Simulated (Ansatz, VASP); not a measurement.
# One calculation of Sb, two programs

```
Sb
1.0
     3.03360    0.00000    0.00000
     0.00000    3.03360    0.00000
     0.00000    0.00000    3.28640
Sb
1
Direct
  0.00000 0.00000 0.00000
```

Change from the starting cell: strain -0.040 along x and y, +0.040 along z, atoms carried along.

Alike in both runs: task single point; functional PBEsol; k mesh 16 × 16 × 16; occupations gaussian, width 0.15 eV; no spin polarisation.

|  | VASP | Ansatz |
| --- | --- | --- |
| version | VASP 6.6.1 | Ansatz 0.2.0 |
| potentials or method | VASP PAW PBE potentials, release 64 (Sb) | scalar-relativistic, plane waves, PAW |
| plane-wave cutoff (eV) | 520 | 420 |
| valence electrons in the cell | 5 | 15 |

Ansatz gave:

| Quantity | Value |
| --- | --- |
| gap on the k mesh at the Fermi level (eV) | none |
| pressure (GPa) | -2.2 |
| largest component of the traceless stress (GPa) | 5.27 |

**Question.** Estimate VASP's values.

**Answer.** gap on the k mesh at the Fermi level (eV): none; pressure (GPa): -2.1; largest component of the traceless stress (GPa): 5.34.

A gap of «none» marks a metal or a gap that the smearing closes. The functional is the same, so the differences come from potentials, cutoffs and numerics. The two sets of potentials don't hold the same shells in valence.

Caveats: the PAW data sets were made with another functional, which shifts forces and pressure a little (VASP). The runs have no spin-orbit coupling, so splittings on Sb are missing.
